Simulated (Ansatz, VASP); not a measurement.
# CuAu in VASP and in Ansatz

```
Au Cu
1.0
     2.84774    0.00000    0.00000
     0.00000    2.84774    0.00000
     0.00000    0.00000    3.73349
Au Cu
1 1
Direct
  0.00000 0.00000 0.00000
  0.50000 0.50000 0.50000
```

Change from the starting cell: volume scaled by 1.04.

Alike in both runs: task single point; functional PBE; k mesh 9 × 9 × 7; occupations fermi-dirac, width 0.05 eV; no spin polarisation.

```csv
,VASP,Ansatz
version,VASP 6.6.1,Ansatz 0.2.0
potentials or method,"VASP PAW PBE potentials, release 64 (Au, Cu)",Ansatz PAW
plane-wave cutoff (eV),520,420
valence electrons in the cell,22,38
```

|  | VASP | Ansatz | Ansatz less VASP |
| --- | --- | --- | --- |
| gap on the k mesh at the Fermi level (eV) | none | none | - |
| pressure (GPa) | -1.4 | -1.4 | -0.02 |
| largest component of the traceless stress (GPa) | 0.01 | 0.09 | +0.080 |

A gap of «none» marks a metal or a gap that the smearing closes. The two sets of potentials don't hold the same shells in valence.

Spin-orbit coupling is left out, which matters for the levels of Au.
